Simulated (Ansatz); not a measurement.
Runs of Ansatz 0.2.0 on Ge. It takes space group P6_3mc (No. 186, hexagonal). Conventional cell: a = 4.050 Å, b = 4.050 Å, c = 10.993 Å, α = 90.00°, β = 90.00°, γ = 120.00°. Ge (site symmetry 3m) has 3 Ge at 2.44 Å as nearest neighbours. Around Ge (site symmetry 3m) lie 3 Ge at 2.44 Å. This isn't the form of Ge at room conditions, which is diamond.

| task | potentials or basis | cell | cutoff (eV) | basis error allowed | gap on the mesh (eV) | pressure (GPa) | largest force (eV/Å) |
| --- | --- | --- | --- | --- | --- | --- | --- |
| single point | all-electron LAPW, scalar-relativistic | as given | 321 | 0.001 eV/atom | (a) | -1.6 | 0.17 |
| band structure | all-electron LAPW, non-relativistic | as given | 295 | 0.002 eV/atom | - | -1.5 | 0.25 |
| band structure | all-electron PAW datasets made for the crystal | as given | 140 | - | - | -1.6 | 0.17 |
| single point | all-electron LAPW, scalar-relativistic | atoms moved at random, drawn with an rms of 0.05 Å | 324 | 0.001 eV/atom | 0.34 | -1.9 | 0.68 |
| band structure | all-electron LAPW, scalar-relativistic | as given | 296 | 0.002 eV/atom | - | -1.6 | 0.17 |
| band structure | all-electron LAPW, inner shells corrected to Dirac's equation | as given | 296 | 0.002 eV/atom | - | -1.6 | 0.17 |

Alike in all rows: level PBEsol; no spin polarisation; k mesh 8 × 8 × 3; smearing fermi-dirac 0.05 eV.

Estimate the missing entries.

(a) 0.67.

Caveats: an odd mesh through Γ misses points on the zone boundary, where band edges often lie (some runs); relativity is left out, which matters for the heavier elements (some runs).

A k mesh can miss the band edges, and the runs leave out spin-orbit coupling on Ge.

The runs don't all hold the same shells in valence.
